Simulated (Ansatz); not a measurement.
# Cu: other elements on the same sites

An exercise on one series of results from a longer session: the logs are not shown, and one member is left open.

Program: Ansatz 0.2.0. Level of theory: DFT PBE, scalar-relativistic, plane waves, PAW. These are calculated values, not measurements.

1 further run of the same task is left out (set aside as unsound or not needed).

### The structure to begin with

The structure is tetragonal, space group I4/mmm (No. 139). Conventional cell: a = 2.951 Å, b = 2.951 Å, c = 2.759 Å, α = 90.00°, β = 90.00°, γ = 90.00°. Around Cu (site symmetry 4/mmm) lie 10 Cu at 2.50 to 2.76 Å.

As a file:

```
Cu
1.0
    -1.47553    1.47553    1.37956
     1.47553   -1.47553    1.37956
     1.47553    1.47553   -1.37956
Cu
1
Cartesian
  0.0000 0.0000 0.0000
```

It goes back to an entry of the Materials Project, which need not be the stable form.

It is the result of an earlier relaxation at this level (volume 12.01 Å³/atom; gap on the mesh: none (metal)).

Set-up of the first run:

Contents of input.yaml:

```yaml
crystal:
  lattice:
    - [-1.5055295854, 1.5055295854, 1.4076028036]
    - [1.5055295854, -1.5055295854, 1.4076028036]
    - [1.5055295854, 1.5055295854, -1.4076028036]
  atoms:
    - { symbol: Au, position: [0.0, 0.0, 0.0] }
basis:
  ecutwfc: 420
kpoints:
  mp_grid: { grid: [8, 8, 8] }
hamiltonian:
  xc: pbe
scf:
  occupations: { method: gaussian, width: 0.1 }
output:
  forces: true
  stress: true
  eigenvalues: true
```

The run is started by

```
> ansatz run input.yaml --threads 1 --pin off --max-ram 1331MiB --backend cpu --events-out ev --progress --plain --runs-dir out
```

Steps of the session up to this table: A first look at the start (Au); A loose first relaxation (Au); The relaxation (Au).

One table of the session follows, with a row left open; its other results are not shown here.

Lengths are those of the vectors of the cell that was run:

```
   swap  volume (Å³/atom)  a (Å)  b (Å)  c (Å)
   none             12.01  2.502  2.502  2.502
 Cu → K             73.30  4.571  4.571  4.571
Cu → Na                 ?      ?      ?      ?
Cu → Fe             11.35  2.452  2.452  2.452
Cu → Mg             22.98  3.106  3.106  3.106
Cu → Au             18.09  2.881  2.881  2.881
Cu → Li             20.25  2.974  2.974  2.974
```

Q: Estimate the row for Cu → Na from the others.

The run gave: volume (Å³/atom): 36.86; a (Å): 3.633; b (Å): 3.633; c (Å): 3.633. In the column «volume (Å³/atom)» it lies between Cu → Mg (22.98) and Cu → K (73.30).

Lengths are those of the computed cell. Rows of earlier swaps come from the sessions before.
